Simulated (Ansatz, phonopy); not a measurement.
# Quasi-harmonic thermodynamics of CaSe (Fm-3m), part 2 of 2

Wanted: α(T), C_P(T) and B(T) of CaSe in the quasi-harmonic approximation.

Measurements to reproduce:
- heat capacity C_P per formula unit 48.1 J/mol/K near room temperature (given in “High-Throughput Prediction of Finite-Temperature Properties using the Quasi-Harmonic Approximation”, 2016, arXiv:1603.06924)

Ansatz 0.2.0; DFT LDA, scalar-relativistic, plane waves, PAW (the session's first sound run).

So far, isothermal bulk modulus at 298 K (GPa): step 5 (the quasi-harmonic study, functional LDA, q-mesh 2×2×2) 53.8.

The database entry behind the starting cell differs from later determinations by our own check (0.1 to 0.3 % short, probably kX units), so it need not match the best structure at ambient conditions.

**6. The quasi-harmonic study, q-mesh 4×4×4**

Thermal expansion follows from how the free energy of the vibrations (and of the electrons in a metal) changes with strain, so the program makes strained cells, their phonons and a fit in one run.

input.yaml reads:

```yaml
crystal:
  lattice:
    - [0.0, 2.8956489102, 2.8956489102]
    - [2.8956489102, 0.0, 2.8956489102]
    - [2.8956489102, 2.8956489102, 0.0]
  atoms:
    - { symbol: Ca, position: [0.0, 0.0, 0.0] }
    - { symbol: Se, position: [0.5, 0.5, 0.5] }
kpoints:
  mp_grid: { grid: [8, 8, 8] }
hamiltonian:
  xc: lda
scf:
  occupations: { method: fixed }
output:
  eigenvalues: true
phonons:
  method: dfpt
  qmesh: [4, 4, 4]
  temperatures: { t_max: 800.0, t_step: 50 }
  thermal_expansion: {}
```

Command:

```sh
> ansatz run input.yaml --threads 4 --pin off --max-ram 16384MiB --backend cpu --events-out ev --progress --plain --runs-dir out
```

Run time: 8.1 min. Hardware: 4 threads of Intel Xeon Platinum 8375C at 2.90GHz (Ice Lake), shared host; peak memory 1.5 GiB; 31 min of CPU time.

This step gave:

| Item | Value |
| --- | --- |
| volume expansion coefficient at 298 K | 43.60 1e-6/K |
| C_P at 298 K | 24.18 J/mol-atom/K |
| entropy at 298 K | 34.55 J/mol-atom/K |
| isothermal bulk modulus at 298 K | 53.80 GPa |
| principal linear expansion coefficients at 298 K | 14.53, 14.53, 14.53 1e-6/K |

Strained cells of the study; zero-point energy where phonons were solved; the pressures are stresses at a fixed cutoff and can carry an offset from the finite basis. Expansion cells, by row:

| cell | \|a\| (Å) | \|b\| (Å) | \|c\| (Å) | V (Å³/atom) | E - E_lowest (meV/atom) | pressure, compression positive (GPa) | gap (eV) | zero-point energy (meV/atom) |
| --- | --- | --- | --- | --- | --- | --- | --- | --- |
| 1 | 4.095 | 4.095 | 4.095 | 24.28 | 0 | -0.015 | 1.715 | - |
| 2 | 4.128 | 4.128 | 4.128 | 24.87 | 2.461 | -1.317 | 1.78 | - |
| 3 | 4.063 | 4.063 | 4.063 | 23.71 | 2.496 | 1.423 | 1.646 | - |
| 4 | 4.095 | 4.095 | 4.095 | 24.28 | 0 | -0.019 | 1.715 | 29.22 |
| 5 | 4.116 | 4.116 | 4.116 | 24.65 | 0.986 | -0.849 | 1.757 | 28.53 |
| 6 | 4.142 | 4.142 | 4.142 | 25.12 | 4.934 | -1.829 | 1.807 | 27.67 |
| 7 | 4.165 | 4.165 | 4.165 | 25.55 | 10.92 | -2.639 | 1.85 | 26.9 |
| 8 | 4.055 | 4.055 | 4.055 | 23.57 | 3.915 | 1.803 | 1.628 | - |
| 9 | 4.075 | 4.075 | 4.075 | 23.92 | 0.954 | 0.864 | 1.673 | - |
| 10 | 4.199 | 4.199 | 4.199 | 26.17 | 23.13 | -3.683 | 1.907 | - |

Quasi-harmonic; a, b, c are the run's own cell vectors. Expansion, by row:

| T (K) | a (Å) | b (Å) | c (Å) | alpha (deg) | beta (deg) | gamma (deg) | cell volume (Å³/cell) | alpha_a (1e-6/K) | alpha_b (1e-6/K) | alpha_c (1e-6/K) | alpha_V (1e-6/K) | C_P (J/mol-atom/K) | C_V (J/mol-atom/K) | S (J/mol-atom/K) | B_T (GPa) | B_S (GPa) | Grueneisen | extrapolation | fit error (1e-6/K) |
| --- | --- | --- | --- | --- | --- | --- | --- | --- | --- | --- | --- | --- | --- | --- | --- | --- | --- | --- | --- |
| 0 | 4.102 | 4.102 | 4.102 | 60 | 60 | 60 | 48.81 | 0 | 0 | 0 | 0 | 0 | 0 | 0 | 56.47 | 56.47 | - | 0 | 0 |
| 50 | 4.102 | 4.102 | 4.102 | 60 | 60 | 60 | 48.82 | 3.29 | 3.29 | 3.29 | 9.86 | 7.198 | 7.194 | 2.984 | 56.4 | 56.43 | 1.137 | 0 | 0 |
| 100 | 4.104 | 4.104 | 4.104 | 60 | 60 | 60 | 48.87 | 9.18 | 9.18 | 9.18 | 27.54 | 16.68 | 16.61 | 11.29 | 56.01 | 56.22 | 1.366 | 0 | 0 |
| 150 | 4.106 | 4.106 | 4.106 | 60 | 60 | 60 | 48.95 | 11.92 | 11.92 | 11.92 | 35.77 | 20.73 | 20.58 | 18.93 | 55.49 | 55.91 | 1.421 | 0 | 0 |
| 200 | 4.109 | 4.109 | 4.109 | 60 | 60 | 60 | 49.04 | 13.25 | 13.25 | 13.25 | 39.76 | 22.59 | 22.34 | 25.18 | 54.93 | 55.57 | 1.444 | 0 | 0.01 |
| 250 | 4.111 | 4.111 | 4.111 | 60 | 60 | 60 | 49.14 | 14.03 | 14.03 | 14.03 | 42.08 | 23.59 | 23.23 | 30.34 | 54.36 | 55.19 | 1.457 | 0 | 0.01 |
| 298.1 | 4.114 | 4.114 | 4.114 | 60 | 60 | 60 | 49.24 | 14.53 | 14.53 | 14.53 | 43.6 | 24.18 | 23.73 | 34.55 | 53.8 | 54.82 | 1.466 | 0 | 0.01 |
| 300 | 4.114 | 4.114 | 4.114 | 60 | 60 | 60 | 49.24 | 14.55 | 14.55 | 14.55 | 43.65 | 24.2 | 23.74 | 34.7 | 53.78 | 54.81 | 1.466 | 0 | 0.01 |
| 350 | 4.117 | 4.117 | 4.117 | 60 | 60 | 60 | 49.35 | 14.95 | 14.95 | 14.95 | 44.85 | 24.61 | 24.06 | 38.46 | 53.18 | 54.41 | 1.474 | 0 | 0.01 |
| 400 | 4.12 | 4.12 | 4.12 | 60 | 60 | 60 | 49.47 | 15.29 | 15.29 | 15.29 | 45.87 | 24.92 | 24.27 | 41.77 | 52.58 | 54.01 | 1.48 | 0 | 0.01 |
| 450 | 4.124 | 4.124 | 4.124 | 60 | 60 | 60 | 49.58 | 15.59 | 15.59 | 15.59 | 46.77 | 25.17 | 24.41 | 44.72 | 51.97 | 53.6 | 1.487 | 0 | 0.01 |
| 500 | 4.127 | 4.127 | 4.127 | 60 | 60 | 60 | 49.7 | 15.87 | 15.87 | 15.87 | 47.62 | 25.38 | 24.51 | 47.38 | 51.36 | 53.18 | 1.493 | 0 | 0.01 |
| 550 | 4.13 | 4.13 | 4.13 | 60 | 60 | 60 | 49.82 | 16.15 | 16.15 | 16.15 | 48.44 | 25.57 | 24.59 | 49.81 | 50.74 | 52.76 | 1.499 | 0 | 0.01 |
| 600 | 4.133 | 4.133 | 4.133 | 60 | 60 | 60 | 49.94 | 16.41 | 16.41 | 16.41 | 49.24 | 25.74 | 24.65 | 52.04 | 50.11 | 52.33 | 1.505 | 0 | 0.01 |
| 650 | 4.137 | 4.137 | 4.137 | 60 | 60 | 60 | 50.06 | 16.68 | 16.68 | 16.68 | 50.05 | 25.91 | 24.69 | 54.11 | 49.47 | 51.9 | 1.512 | 0 | 0.01 |
| 700 | 4.14 | 4.14 | 4.14 | 60 | 60 | 60 | 50.19 | 16.96 | 16.96 | 16.96 | 50.87 | 26.07 | 24.73 | 56.04 | 48.82 | 51.46 | 1.518 | 0 | 0.01 |
| 750 | 4.144 | 4.144 | 4.144 | 60 | 60 | 60 | 50.32 | 17.23 | 17.23 | 17.23 | 51.7 | 26.22 | 24.76 | 57.84 | 48.17 | 51.02 | 1.524 | 0 | 0.02 |
| 800 | 4.148 | 4.148 | 4.148 | 60 | 60 | 60 | 50.45 | 17.52 | 17.52 | 17.52 | 52.56 | 26.38 | 24.78 | 59.54 | 47.51 | 50.57 | 1.531 | 0 | 0.03 |

The expansion coefficient by temperature; values in 1e-6/K:

| temperature (K) | volume | principal 1 |
| --- | --- | --- |
| 0 | 0 | 0 |
| 50 | 9.86 | 3.29 |
| 100 | 27.5 | 9.18 |
| 150 | 35.8 | 11.9 |
| 200 | 39.8 | 13.2 |
| 250 | 42.1 | 14.0 |
| 298 | 43.6 | 14.5 |
| 300 | 43.6 | 14.6 |
| 350 | 44.9 | 14.9 |
| 400 | 45.9 | 15.3 |
| 450 | 46.8 | 15.6 |
| 500 | 47.6 | 15.9 |
| 550 | 48.4 | 16.1 |
| 600 | 49.2 | 16.4 |
| 650 | 50.0 | 16.7 |
| 700 | 50.9 | 17.0 |
| 750 | 51.7 | 17.2 |
| 800 | 52.6 | 17.5 |

Changing the q-mesh (2×2×2 → 4×4×4) takes the volume expansion at 298 K from 43.6 to 43.6 × 10⁻⁶/K and B_T from 53.8 to 53.8 GPa.

**7. Relaxing at another setting**

The functional, the potentials or the cutoff change, so the crystal is relaxed again at the new setting.

This step: DFT PBE, scalar-relativistic, plane waves, PAW (Ansatz 0.2.0).

input.yaml, the sections that differ from step 6:

```yaml
hamiltonian:
  xc: pbe
output:
  forces: true
  stress: true
  eigenvalues: true
  write_density: true
  write_potential: true
  elf: true
  volumetric_format: npy
relax:
  adjacent_minimum: "off"
  f_tol: 0.001
  max_steps: 60
  cell: { stress_tol: 0.01 }
# crystal, kpoints, scf: as in step 6
# phonons: removed
```

Total energies of two functionals don't compare.

Wall time 2.7 s (4 threads); peak memory 0.42 GiB; 8.6 s of CPU time.

The steps of the relaxation:

| step | energy less that of the first step (eV) | largest force component (eV/Å) | pressure (GPa) | volume (Å³) |
| --- | --- | --- | --- | --- |
| 1 | 0.0000 | 0.0000 | 4.86 | 48.56 |
| 2 | -0.0470 | 0.0000 | -1.85 | 55.15 |
| 3 | -0.0605 | 0.0000 | -0.25 | 53.16 |
| 4 | -0.0607 | 0.0000 | 0.02 | 52.86 |
| 5 | -0.0607 | 0.0000 | 0.00 | 52.88 |
| 6* | -0.0609 | 0.0000 | 0.00 | 52.88 |

Relaxation steps marked * repeat the geometry before them on a plane-wave basis chosen anew for their cell, so energy and pressure can jump there.

The run keeps the 48 symmetry operations that it works with, so distortions that break them were not tested.

| conventional cell, symmetrised | before | after | change |
| --- | --- | --- | --- |
| a (Å) | 5.791 | 5.958 | +2.9 % |
| b (Å) | 5.791 | 5.958 | +2.9 % |
| c (Å) | 5.791 | 5.958 | +2.9 % |
| volume (Å³/atom) | 24.28 | 26.44 | +8.9 % |

Final coordinates:

```
Ca Se
1.0
     0.00000    2.97907    2.97907
     2.97907    0.00000    2.97907
     2.97907    2.97907    0.00000
Ca Se
1 1
Direct
  0.00000 0.00000 0.00000
  0.50000 0.50000 0.50000
```

Numbers from this step:

| Quantity | Value |
| --- | --- |
| pressure | -4.86e-4 GPa |
| gap on the k-mesh | 2.083 eV |
| volume per atom | 26.44 Å³ |

Valence density in the ac plane of the conventional cell at fractional y = 0.000, with atoms of Ca and Se within 0.2 Å of it. It is the smooth field of the valence electrons, not physical close to the nuclei.

Ten steps, logarithmic in the rise over the least value, from '_' (0 e/Å³) to '@' (34 e/Å³), each cell a mean:
```
**++::____..::**@@%%==::____..==++
==--..____..::--++==::..______::==
....________....::::..__________..
________________....______________
..________________________________
::....________......__________..::
++--::..____..--====::______..::==
%%**::..____::++**++==..__..::==%%
@@##--..____--++****==..__..::++@@
##++::..____::==++++--..____..--**
--::..________::--::..______..::::
....__________________________....
__________________________________
______________........____________
--::________..::--::::..______..::
++==::____..::++##**--..____..--++
**++--____..--##@@%%++::..__..==**
```
Columns run along a (6.0 Å), rows up along c (6.0 Å), edges of the conventional cell, whose origin can differ from the input's. Atoms in or near the plane, at fractional coordinates: Ca at (0.00, 0.00), Ca at (0.50, 0.50), Se at (0.50, 0.00), Se at (0.00, 0.50).

ELF in the ac plane of the conventional cell at fractional y = 0.000, with atoms of Ca and Se within 0.2 Å of it. It is the smooth field of the valence electrons, not physical close to the nuclei.

Ten even steps from '_' (0.05) to '@' (0.85), each cell a mean:
```
@@@@##..==%%@@**--==%%@@##..==@@@@
@@%%==__--%%@@%%##%%@@@@**....**@@
==::____::**%%@@@@@@@@%%==____..==
......__..--++######**==..____....
##**++--____..........____..==**##
@@@@%%**::____::==--..____==%%@@@@
%%%%@@%%--__==%%@@@@**....**@@@@%%
--**@@%%==..##@@@@@@@@--..##@@%%==
..++@@%%==..%%@@@@@@@@==..##@@##--
++%%@@%%--..**@@@@@@%%::..##@@%%**
@@@@@@##--__::**%%##==__..++%%@@@@
%%%%##++..____......______--**%%%%
====--..__..----====--::__..::--==
....____..++##%%%%%%%%**--______..
##++..__--##@@@@@@@@@@%%++..__==##
@@@@++..==%%@@%%++**%%@@**..::%%@@
@@@@##..==%%@@++..--%%@@##..==@@@@
```
Columns run along a (6.0 Å), rows up along c (6.0 Å), edges of the conventional cell, whose origin can differ from the input's. Atoms in or near the plane, at fractional coordinates: Ca at (0.00, 0.00), Ca at (0.50, 0.50), Se at (0.50, 0.00), Se at (0.00, 0.50).

Electrostatic potential energy in the ac plane of the conventional cell at fractional y = 0.000, with atoms of Ca and Se within 0.2 Å of it. With pseudopotentials it is smooth inside the atoms' cores, unlike the true potential.

Values in eV, 9 rows by 16 columns, each cell a mean:
```
-44 -29  -6   5   8   3  -9  -6  -4  -9  -3   7   7   1 -18 -40
 -1   2   6   9  10  10   6   2   0   4   9  10  10   8   4   0
  5   7   9  10  10   9   7   4   4   6   8  10  10  10   8   6
 -7  -8   0   8   8   3 -11 -29 -33 -20  -2   6   9   5  -6  -8
  2  -6  -7   6   7  -2 -27 -53 -55 -41 -11   4   7   0 -10   0
 -7  -5   4   9   8   5  -5 -17 -20 -10   1   7   9   7  -2  -7
  7   8   9  10  10   9   8   7   6   7   9  10  10  10   9   7
 -9  -3   4   8  10   9   3  -3  -4  -1   7  10   9   6   1  -7
-52 -37  -9   5   8   1 -10  -2   0  -7  -6   7   7  -1 -24 -48
```
Columns run along a (6.0 Å; values clipped at the 3rd and 97th percentile), rows up along c (6.0 Å), edges of the conventional cell, whose origin can differ from the input's. Atoms in or near the plane, at fractional coordinates: Ca at (0.00, 0.00), Ca at (0.50, 0.50), Se at (0.50, 0.00), Se at (0.00, 0.50).

The residual pressure is -4.9e-4 GPa, small enough for phonons.

**8. Phonons on strained cells, q-mesh 4×4×4**

input.yaml, the sections that differ from step 7:

```yaml
crystal:
  lattice:
    - [0.0, 2.9790723416, 2.9790723416]
    - [2.9790723416, 0.0, 2.9790723416]
    - [2.9790723416, 2.9790723416, 0.0]
  atoms:
    - { symbol: Ca, position: [0.0, 0.0, 0.0] }
    - { symbol: Se, position: [0.5, 0.5, 0.5] }
output:
  eigenvalues: true
phonons:
  method: dfpt
  qmesh: [4, 4, 4]
  temperatures: { t_max: 800.0, t_step: 50 }
  thermal_expansion: {}
# kpoints, hamiltonian, scf: as in step 7
# relax: removed
```

It took 11 min on 4 threads; peak memory 1.6 GiB.

Changing the level of theory (LDA → PBE) takes the volume expansion at 298 K from 43.6 to 51.5 × 10⁻⁶/K and B_T from 53.8 to 44.4 GPa.

**9. Side by side**

Times are for 4 threads of Intel Xeon Platinum 8375C at 2.90GHz (Ice Lake), shared host. Results by setting:

| no. | functional | cutoff (eV) | k-mesh | q-mesh | method | pressure (GPa) | volume expansion coefficient at 298 K (1e-6/K) | C_P at 298 K (J/mol-atom/K) | isothermal bulk modulus at 298 K (GPa) | time | memory (GiB) |
| --- | --- | --- | --- | --- | --- | --- | --- | --- | --- | --- | --- |
| 1 | lda | 487.2 | 8×8×8 | 2×2×2 | dfpt | 0 | 43.57 | 24.17 | 53.84 | 89 s | 0.78 |
| 2 | lda | 487.2 | 8×8×8 | 4×4×4 | dfpt | 0 | 43.60 | 24.18 | 53.80 | 8.1 min | 1.5 |
| 3 | pbe | 487.2 | 8×8×8 | 4×4×4 | dfpt | 0 | 51.46 | 24.50 | 44.36 | 11 min | 1.6 |

The runs together, line volume. The expansion coefficient, volume by temperature; values in 1e-6/K:

| temperature (K) | lda, 487.2, 8×8×8, 2×2×2, dfpt, 0 | lda, 487.2, 8×8×8, 4×4×4, dfpt, 0 | pbe, 487.2, 8×8×8, 4×4×4, dfpt, 0 |
| --- | --- | --- | --- |
| 0 | 0 | 0 | 0 |
| 50 | 10.1 | 9.86 | 14.0 |
| 100 | 27.6 | 27.5 | 34.5 |
| 150 | 35.8 | 35.8 | 43.1 |
| 200 | 39.8 | 39.8 | 47.2 |
| 250 | 42.1 | 42.1 | 49.7 |
| 298 | 43.6 | 43.6 | 51.5 |
| 300 | 43.6 | 43.6 | 51.5 |
| 350 | 44.8 | 44.9 | 53.0 |
| 400 | 45.8 | 45.9 | 54.3 |
| 450 | 46.7 | 46.8 | 55.5 |
| 500 | 47.5 | 47.6 | 56.7 |
| 550 | 48.3 | 48.4 | 57.9 |
| 600 | 49.1 | 49.2 | 59.1 |
| 650 | 49.9 | 50.0 | 60.4 |
| 700 | 50.7 | 50.9 | 61.7 |
| 750 | 51.5 | 51.7 | 63.0 |
| 800 | 52.3 | 52.6 | 64.5 |

The runs together, line C_P. The heat capacity, C_P by temperature; values in J/mol-atom/K:

| temperature (K) | lda, 487.2, 8×8×8, 2×2×2, dfpt, 0 | lda, 487.2, 8×8×8, 4×4×4, dfpt, 0 | pbe, 487.2, 8×8×8, 4×4×4, dfpt, 0 |
| --- | --- | --- | --- |
| 0 | 0 | 0 | 0 |
| 50 | 7.22 | 7.20 | 8.31 |
| 100 | 16.7 | 16.7 | 17.8 |
| 150 | 20.7 | 20.7 | 21.4 |
| 200 | 22.6 | 22.6 | 23.1 |
| 250 | 23.6 | 23.6 | 24.0 |
| 298 | 24.2 | 24.2 | 24.5 |
| 300 | 24.2 | 24.2 | 24.5 |
| 350 | 24.6 | 24.6 | 24.9 |
| 400 | 24.9 | 24.9 | 25.2 |
| 450 | 25.2 | 25.2 | 25.5 |
| 500 | 25.4 | 25.4 | 25.7 |
| 550 | 25.6 | 25.6 | 25.9 |
| 600 | 25.7 | 25.7 | 26.1 |
| 650 | 25.9 | 25.9 | 26.3 |
| 700 | 26.1 | 26.1 | 26.5 |
| 750 | 26.2 | 26.2 | 26.7 |
| 800 | 26.4 | 26.4 | 26.9 |

**10. Quasi-harmonic fit by phonopy**

This step: DFT PBE, scalar-relativistic, plane waves, PAW (phonopy 4.10.0).

This step gave:

| Property | Result |
| --- | --- |
| volume expansion coefficient at 300 K | 51.48 1e-6/K |
| isothermal bulk modulus at 300 K | 44.33 GPa |
| C_P at 300 K | 24.61 J/mol-atom/K |
| Grüneisen parameter at 300 K | 1.542 |

Energy (each curve on its own zero) against volume; values in meV/atom:

| volume (Å³/atom) | static | F at 0 K | F at 300 K | F at 800 K |
| --- | --- | --- | --- | --- |
| 26.445 | 0 | 1.26 | 3.74 | 9.61 |
| 26.843 | 0.9 | 1.52 | 2.78 | 5.74 |
| 27.233 | 3.38 | 3.38 | 3.43 | 3.53 |
| 27.636 | 7.5 | 6.87 | 5.64 | 2.73 |
| 28.045 | 13.2 | 11.9 | 9.35 | 3.33 |

Phonopy-qha, vinet fit of F(V) at each temperature. Qha vinet, by row:

| T (K) | fitted volume (Å³/atom) | alpha_V (1e-6/K) | B_T (GPa) | C_P (J/mol-atom/K) | Grueneisen |
| --- | --- | --- | --- | --- | --- |
| 100 | 26.62 | 32.57 | 46.6 | 17.51 | 1.376 |
| 150 | 26.68 | 42.43 | 46.06 | 21.55 | 1.479 |
| 200 | 26.74 | 47 | 45.5 | 23.22 | 1.513 |
| 250 | 26.8 | 49.64 | 44.92 | 24.08 | 1.53 |
| 300 | 26.87 | 51.48 | 44.33 | 24.61 | 1.542 |
| 350 | 26.94 | 52.96 | 43.72 | 24.98 | 1.552 |
| 400 | 27.01 | 54.27 | 43.11 | 25.27 | 1.561 |
| 450 | 27.09 | 55.5 | 42.48 | 25.51 | 1.569 |
| 500 | 27.16 | 56.7 | 41.84 | 25.73 | 1.578 |
| 550 | 27.24 | 57.9 | 41.19 | 25.93 | 1.587 |
| 600 | 27.32 | 59.12 | 40.52 | 26.13 | 1.596 |
| 650 | 27.4 | 60.38 | 39.85 | 26.32 | 1.605 |
| 700 | 27.49 | 61.69 | 39.16 | 26.52 | 1.615 |
| 750 | 27.57 | 63.06 | 38.46 | 26.71 | 1.624 |

The volume expansion coefficient by temperature; values in 1e-6/K:

| temperature (K) | phonopy-qha, Vinet | Ansatz's own study |
| --- | --- | --- |
| 100 | 32.6 | 34.5 |
| 150 | 42.4 | 43.1 |
| 200 | 47 | 47.2 |
| 250 | 49.6 | 49.7 |
| 300 | 51.5 | 51.5 |
| 350 | 53.0 | 53.0 |
| 400 | 54.3 | 54.3 |
| 450 | 55.5 | 55.5 |
| 500 | 56.7 | 56.7 |
| 550 | 57.9 | 57.9 |
| 600 | 59.1 | 59.1 |
| 650 | 60.4 | 60.4 |
| 700 | 61.7 | 61.7 |
| 750 | 63.1 | 63.0 |

The fit gives a volume expansion of 51.5 × 10⁻⁶/K at 300 K, against 51.5 at 298 K from the study itself, whose static fit uses more cells.

**11. Outcome**

| Item | Value |
| --- | --- |
| settings of these figures | PBE, 487.2 eV, k 8×8×8, q 4×4×4 |
| volume expansion coefficient at 298 K | 51.46 1e-6/K |
| C_P at 298 K | 24.50 J/mol-atom/K |
| entropy at 298 K | 36.65 J/mol-atom/K |
| isothermal bulk modulus at 298 K | 44.36 GPa |
| Grüneisen parameter at 298 K | 1.543 |
| volume at 298 K | 26.87 Å³/atom |
| principal linear expansion coefficients at 298 K | 17.15, 17.15, 17.15 1e-6/K |

**Reading.** Near room temperature CaSe expands by 51.5 × 10⁻⁶/K in volume by PBE, with C_P = 24.5 J/(mol K) per mole of atoms and B_T = 44.4 GPa. C_P at room temperature is 98 % of the classical 3R an atom; C_V is 96 %, and the rest is expansion work. A measured heat capacity per formula unit near room temperature is 48.1 J/mol/K (arXiv:1603.06924); the calculated 49.0 J/mol/K differs by +2 %. The levels of theory differ by up to 7.9 × 10⁻⁶/K in the volume expansion at 298 K.

[Logs are printed without paths, hosts, clocks, repeated set-up lines and the standing remarks that a program may print on its own settings, such as how far it seeks lower states.]

[Hosts, paths, dates, database ids (printed as entryN), source tags and the programs' standing remarks are cut or masked in the printed files.]

[A step with changed settings may run another functional than the one named; its input shows which.]
